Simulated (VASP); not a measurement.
# Lattice of La2O3, functional by functional, part 2 of 3

How much does the relaxed cell of La2O3 depend on the functional? The starting structure is a computed structure from the Materials Project. The first relaxation on each setting starts from this cell expanded by 3 % in volume.

VASP 6.6.1.

Results so far: PBEsol 15.95 Å³ an atom; LDA 15.53 Å³ an atom; PBE 16.61 Å³ an atom.

## 5. Relaxation with PBEsol + D3(BJ)

Level of this step: PBEsol with D3(BJ); plane waves and PAW (La, O) (VASP).

D3 with Becke-Johnson damping keeps a finite attraction at short range. This run starts from the cell of an earlier relaxation, which isn't shown; the restart sets up the plane waves anew.

Contents of INCAR:

```
SYSTEM = La2O3
PREC = Accurate
ENCUT = 520
EDIFF = 1E-06
NELM = 100
ISMEAR = 0
SIGMA = 0.03
LREAL = .FALSE.
ALGO = Normal
GGA = PS
IVDW = 12
NBANDS = 26
LASPH = .TRUE.
LORBIT = 11
LWAVE = .FALSE.
LCHARG = .FALSE.
KPAR = 8
IBRION = 2
NSW = 50
ISIF = 3
EDIFFG = -0.006
```

Contents of POSCAR:

```
La2O3
1.0
    3.8878935093      0.0000000000      0.0000000000
   -1.9439467546      3.3670145463      0.0000000000
    0.0000000000      0.0000000000      5.9338392258
La O
2 3
Direct
    0.3333333333      0.6666666667      0.2431700545
    0.6666666667      0.3333333333      0.7568299455
    0.0000000000      0.0000000000      0.0000000000
    0.3333333333      0.6666666667      0.6475195848
    0.6666666667      0.3333333333      0.3524804152
```

Contents of KPOINTS:

```
Automatic mesh
0
Gamma
6 6 4
0 0 0
```

Potentials, in the order of the species: La and O (PBE family, release 64).

Launch:

```bash
mpirun -np 8 vasp_std
```

Log:

```text
[banner, memory and clock lines left out]
running    8 mpi-ranks, on    1 nodes
[...]
[... a notice as in an earlier step ...]

 [... a notice as in an earlier step ...]

 LDA part: xc-table for (Slater+PW92), standard interpolation
 POSCAR, INCAR and KPOINTS ok, starting setup
[...]
entering main loop
       N       E                     dE             d eps       ncg     rms          rms(c)
DAV:   1     0.475967598890E+03    0.47597E+03   -0.15654E+04  1272   0.240E+03
DAV:   2     0.846571124305E+02   -0.39131E+03   -0.38035E+03  1776   0.381E+02
DAV:   3    -0.311813139847E+02   -0.11584E+03   -0.11314E+03  2122   0.203E+02
DAV:   4    -0.475856192053E+02   -0.16404E+02   -0.16376E+02  2152   0.822E+01
[...]
DAV:  13    -0.436880268660E+02   -0.30204E-04   -0.84454E-04  2296   0.203E-01    0.231E-02
DAV:  14    -0.436880244218E+02    0.24442E-05   -0.70835E-05  2160   0.791E-02    0.813E-03
DAV:  15    -0.436880251596E+02   -0.73783E-06   -0.82155E-06  2048   0.205E-02
   1 F= -.45142985E+02 E0= -.45142985E+02  d E =-.451430E+02
[...]
reached required accuracy - stopping structural energy minimisation
```

Elapsed: 11 s, on 8 MPI ranks of Intel Xeon 6975P-C (Granite Rapids), shared host; peak memory 1.9 GiB; 67 s of CPU time.

Parts of OUTCAR (step 5):

```text
 Edisp (eV)   -1.45496

  Total       0.01966     0.01966     0.00797     0.00000     0.00000     0.00000
  in kB       0.40541     0.40541     0.16440     0.00000     0.00000     0.00000
  external pressure =        0.33 kB  Pullay stress =        0.00 kB

 POSITION                                       TOTAL-FORCE (eV/Angst)
 -----------------------------------------------------------------------------------
     -0.00000      2.24468      1.44293        -0.000000     -0.000000      0.003114
      1.94395      1.12234      4.49091         0.000000      0.000000     -0.003114
      0.00000      0.00000      0.00000        -0.000000      0.000000      0.000000
     -0.00000      2.24468      3.84228         0.000000     -0.000000     -0.002144
      1.94395      1.12234      2.09156        -0.000000      0.000000      0.002144
 -----------------------------------------------------------------------------------
    total drift:                               -0.000000      0.000000     -0.000000

  FREE ENERGIE OF THE ION-ELECTRON SYSTEM (eV)
  ---------------------------------------------------
  free  energy   TOTEN  =       -45.1429854988 eV

  energy  without entropy=      -45.1429854988  energy(sigma->0) =      -45.14298550

[... 2 parts as in an earlier step ...]

[... 2 further parts left out ...]
[key lines of the parts left out:]
E-fermi :   6.5899
```

With PBEsol + D3(BJ) the relaxed cell holds 15.535 Å³ an atom, -5.02 % against the starting cell, with a = 3.888 Å and c = 5.934 Å. That is -2.57 % from PBEsol.

## 6. Relaxation with r2SCAN

r2SCAN adds the kinetic-energy density, costs more than a GGA and is run with LASPH. This run starts from the cell of an earlier relaxation, which isn't shown; the restart sets up the plane waves anew.

Changes to INCAR since step 5:

```diff
@@ -9,6 +9,5 @@
 ALGO = Normal
-GGA = PS
-IVDW = 12
+METAGGA = R2SCAN
+LASPH = .TRUE.
 NBANDS = 26
-LASPH = .TRUE.
 LORBIT = 11
```

Contents of POSCAR:

```
La2O3
1.0
    3.9293599479      0.0000000000      0.0000000000
   -1.9646799739      3.4029255355      0.0000000000
    0.0000000000      0.0000000000      6.1254886586
La O
2 3
Direct
    0.3333333333      0.6666666667      0.2462870624
    0.6666666667      0.3333333333      0.7537129376
    0.0000000000      0.0000000000      0.0000000000
    0.3333333333      0.6666666667      0.6459055461
    0.6666666667      0.3333333333      0.3540944539
```

KPOINTS is that of step 5.

Launch:

```bash
mpirun -np 8 vasp_std
```

Log:

```text
[banner, memory and clock lines left out]
running    8 mpi-ranks, on    1 nodes
[...]
[... a notice as in an earlier step ...]

 [... a notice as in an earlier step ...]

 LDA part: xc-table for (None), standard interpolation
 POSCAR, INCAR and KPOINTS ok, starting setup
[...]
entering main loop
       N       E                     dE             d eps       ncg     rms          rms(c)
DAV:   1     0.439649995680E+03    0.43965E+03   -0.15905E+04  1272   0.237E+03
DAV:   2     0.274814262639E+02   -0.41217E+03   -0.40175E+03  1760   0.401E+02
DAV:   3    -0.969758008520E+02   -0.12446E+03   -0.12261E+03  2174   0.212E+02
DAV:   4    -0.113849721086E+03   -0.16874E+02   -0.16847E+02  2140   0.859E+01
[...]
DAV:  15    -0.960577198160E+02    0.31761E-05   -0.75227E-05  2248   0.609E-02    0.499E-03
DAV:  16    -0.960577198379E+02   -0.21843E-07   -0.12032E-05  2144   0.272E-02    0.467E-03
DAV:  17    -0.960577191328E+02    0.70505E-06   -0.32745E-06  1536   0.155E-02
   1 F= -.96057719E+02 E0= -.96057719E+02  d E =-.960577E+02
[... from here on, the cycles between the ionic steps are left out ...]
   2 F= -.96057728E+02 E0= -.96057728E+02  d E =-.903887E-05
   3 F= -.96057729E+02 E0= -.96057729E+02  d E =-.984376E-05
   4 F= -.96057743E+02 E0= -.96057743E+02  d E =-.140699E-04
   5 F= -.96057740E+02 E0= -.96057740E+02  d E =-.111378E-04
   6 F= -.96057752E+02 E0= -.96057752E+02  d E =-.231134E-04
[...]
reached required accuracy - stopping structural energy minimisation
```

Run time: 90 s. Hardware: 8 MPI ranks; peak memory 2.1 GiB; 9.5 min of CPU time.

Parts of OUTCAR (step 6):

```text
  Total        0.0043926      0.0043926      0.0115020      0.0000000      0.0000000      0.0000000
  in kB        0.0859433      0.0859433      0.2250433      0.0000000      0.0000000      0.0000000
  external PRESSURE =       0.1323099 kB  Pullay stress =       0.0000000 kB

 POSITION                                       TOTAL-FORCE (eV/Angst)
 -----------------------------------------------------------------------------------
     -0.00000      2.26958      1.50600        -0.000000     -0.000000      0.001719
      1.96552      1.13479      4.61290         0.000000      0.000000     -0.001719
     -0.00000      0.00000      0.00000         0.000000     -0.000000      0.000000
     -0.00000      2.26958      3.95352        -0.000000      0.000000      0.002812
      1.96552      1.13479      2.16539         0.000000     -0.000000     -0.002812
 -----------------------------------------------------------------------------------
    total drift:                               -0.000000      0.000000      0.000000

  FREE ENERGIE OF THE ION-ELECTRON SYSTEM (eV)
  ---------------------------------------------------
  free  energy   TOTEN  =       -96.0577520900 eV

  energy  without entropy=      -96.0577520900  energy(sigma->0) =      -96.05775209

[... 2 parts as in an earlier step ...]

[... 2 further parts left out ...]
[key lines of the parts left out:]
E-fermi :   5.9302
```

With r2SCAN the relaxed cell holds 16.377 Å³ an atom, +0.13 % against the starting cell, with a = 3.931 Å and c = 6.119 Å. That is +2.71 % from PBEsol.

## 7. Relaxation with r2SCAN + rVV10

rVV10 adds a nonlocal correlation energy for dispersion. This run starts from the cell of an earlier relaxation, which isn't shown; the restart sets up the plane waves anew.

Changes to INCAR since step 6:

```diff
@@ -10,2 +10,6 @@
 METAGGA = R2SCAN
+LUSE_VDW = .TRUE.
+IVDW_NL = 2
+BPARAM = 11.95
+CPARAM = 0.0093
 LASPH = .TRUE.
```

Contents of POSCAR:

```
La2O3
1.0
    3.9258015415      0.0000000000      0.0000000000
   -1.9629007707      3.3998438652      0.0000000000
    0.0000000000      0.0000000000      6.0766498788
La O
2 3
Direct
    0.3333333333      0.6666666667      0.2452655471
    0.6666666667      0.3333333333      0.7547344529
    0.0000000000      0.0000000000      0.0000000000
    0.3333333333      0.6666666667      0.6466142855
    0.6666666667      0.3333333333      0.3533857145
```

KPOINTS is that of step 6.

Launch:

```bash
mpirun -np 8 vasp_std
```

Log:

```text
[banner, memory and clock lines left out]
running    8 mpi-ranks, on    1 nodes
[...]
[... a notice as in an earlier step ...]

|                                                                             |
|               ----> ADVICE to this user running VASP <----                  |
|                                                                             |
|     You have switched on vdW-DFT.                                           |
|     This routine was written and supplied by Jiri Klimes. We recommend      |
|     that you carefully read and cite the following publications:            |
|       J. Klimes, D.R. Bowler, A. Michelides                                 |
|          J. Phys.: Cond Matt. 22 022201 (2010)                              |
|       J. Klimes, D.R. Bowler, A. Michelides                                 |
|          Phys. Rev. B. 83, 195131 (2011)                                    |
|     and references therein.                                                 |
[...]
Total rVV10 correction in eV:      0.8974762    40.8204317
Total rVV10 correction in eV:      0.8974762    40.8204317
Total rVV10 correction in eV:      0.8974762    40.8204317
DAV:  16    -0.951547220240E+02    0.94604E-06   -0.63867E-06  1928   0.202E-02
Total rVV10 correction in eV:      0.8974837    40.8204336
Total rVV10 correction in eV:      0.8974837    40.8204336
Total rVV10 correction in eV:      0.8974837    40.8204336
Total rVV10 correction in eV:      0.8974837    40.8204336
Total rVV10 correction in eV:      0.8974837    40.8204336
Total rVV10 correction in eV:      0.8974837    40.8204336
Total rVV10 correction in eV:      0.8974837    40.8204336
Total rVV10 correction in eV:      0.8974837    40.8204336
Total rVV10 correction in eV:      0.8974551    40.8204318
Total rVV10 correction in eV:      0.8974551    40.8204318
Total rVV10 correction in eV:      0.8974551    40.8204318
Total rVV10 correction in eV:      0.8974551    40.8204318
Total rVV10 correction in eV:      0.8974551    40.8204318
Total rVV10 correction in eV:      0.8974551    40.8204318
Total rVV10 correction in eV:      0.8974551    40.8204318
Total rVV10 correction in eV:      0.8974551    40.8204318
   1 F= -.95154722E+02 E0= -.95154722E+02  d E =-.951547E+02
[...]
reached required accuracy - stopping structural energy minimisation
```

Wall time 79 s (8 MPI ranks); peak memory 3.2 GiB.

OUTCAR, selected parts (step 7):

```text
  Total        0.0236349      0.0236349      0.0278069      0.0000000      0.0000000      0.0000000
  in kB        0.4668875      0.4668875      0.5493018      0.0000000      0.0000000      0.0000000
  external PRESSURE =       0.4943589 kB  Pullay stress =       0.0000000 kB

 POSITION                                       TOTAL-FORCE (eV/Angst)
 -----------------------------------------------------------------------------------
     -0.00000      2.26656      1.49039        -0.000000      0.000000     -0.005310
      1.96290      1.13328      4.58626         0.000000     -0.000000      0.005310
      0.00000      0.00000      0.00000        -0.000000      0.000000      0.000000
     -0.00000      2.26656      3.92925        -0.000000      0.000000      0.002791
      1.96290      1.13328      2.14740         0.000000     -0.000000     -0.002791
 -----------------------------------------------------------------------------------
    total drift:                               -0.000000      0.000000      0.000000

  FREE ENERGIE OF THE ION-ELECTRON SYSTEM (eV)
  ---------------------------------------------------
  free  energy   TOTEN  =       -95.1547220240 eV

  energy  without entropy=      -95.1547220240  energy(sigma->0) =      -95.15472202

[... 2 parts as in an earlier step ...]

[... 2 further parts left out ...]
[key lines of the parts left out:]
E-fermi :   5.9506
```

With r2SCAN + rVV10 the relaxed cell holds 16.221 Å³ an atom, -0.83 % against the starting cell, with a = 3.926 Å and c = 6.077 Å. That is +1.73 % from PBEsol.

## 8. Relaxation with rev-vdW-DF2

rev-vdW-DF2 revises the exchange of vdW-DF2 for solids. This run starts from the cell of an earlier relaxation, which isn't shown; the restart sets up the plane waves anew.

Changes to INCAR since step 7:

```diff
@@ -9,7 +9,8 @@
 ALGO = Normal
-METAGGA = R2SCAN
+GGA = MK
+AGGAC = 0
 LUSE_VDW = .TRUE.
-IVDW_NL = 2
-BPARAM = 11.95
-CPARAM = 0.0093
+PARAM1 = 0.1234
+PARAM2 = 0.711357
+ZAB_VDW = -1.8867
 LASPH = .TRUE.
```

Contents of POSCAR:

```
La2O3
1.0
    3.9284644862      0.0000000000      0.0000000000
   -1.9642322431      3.4021500430      0.0000000000
    0.0000000000      0.0000000000      6.0975234784
La O
2 3
Direct
    0.3333333333      0.6666666667      0.2454006489
    0.6666666667      0.3333333333      0.7545993511
    0.0000000000      0.0000000000      0.0000000000
    0.3333333333      0.6666666667      0.6462217884
    0.6666666667      0.3333333333      0.3537782116
```

KPOINTS is that of step 7.

Launch:

```bash
mpirun -np 8 vasp_std
```

Log:

```text
[banner, memory and clock lines left out]
running    8 mpi-ranks, on    1 nodes
[...]
[... a notice as in an earlier step ...]

 [... a notice as in an earlier step ...]

 [... a notice as in an earlier step ...]

 LDA part: xc-table for (Slater+PW92), standard interpolation
 POSCAR, INCAR and KPOINTS ok, starting setup
[...]
entering main loop
       N       E                     dE             d eps       ncg     rms          rms(c)
DAV:   1     0.482891358329E+03    0.48289E+03   -0.15916E+04  1264   0.237E+03
DAV:   2     0.944812975417E+02   -0.38841E+03   -0.37771E+03  1768   0.375E+02
DAV:   3    -0.236650325101E+02   -0.11815E+03   -0.11521E+03  2170   0.200E+02
DAV:   4    -0.392266298874E+02   -0.15562E+02   -0.15538E+02  2168   0.788E+01
[...]
DAV:  13    -0.343522305025E+02    0.20477E-04   -0.10010E-03  2192   0.210E-01    0.173E-02
DAV:  14    -0.343522294717E+02    0.10308E-05   -0.92689E-05  2096   0.893E-02    0.414E-03
DAV:  15    -0.343522300655E+02   -0.59388E-06   -0.56413E-06  1856   0.223E-02
   1 F= -.34352230E+02 E0= -.34352230E+02  d E =-.343522E+02
[...]
reached required accuracy - stopping structural energy minimisation
```

Run time: 58 s. Hardware: 8 MPI ranks; peak memory 3.8 GiB.

(Part 2 of 3 ends here.)

[Lines on the potential files, build, host, timing and source positions are cut from VASP's logs without a mark.]

[Logs are printed without paths, hosts, clocks, repeated set-up lines and the standing remarks that a program may print on its own settings, such as how far it seeks lower states.]

[Hosts, paths, dates, database ids (printed as entryN), source tags and the programs' standing remarks are cut or masked in the printed files.]
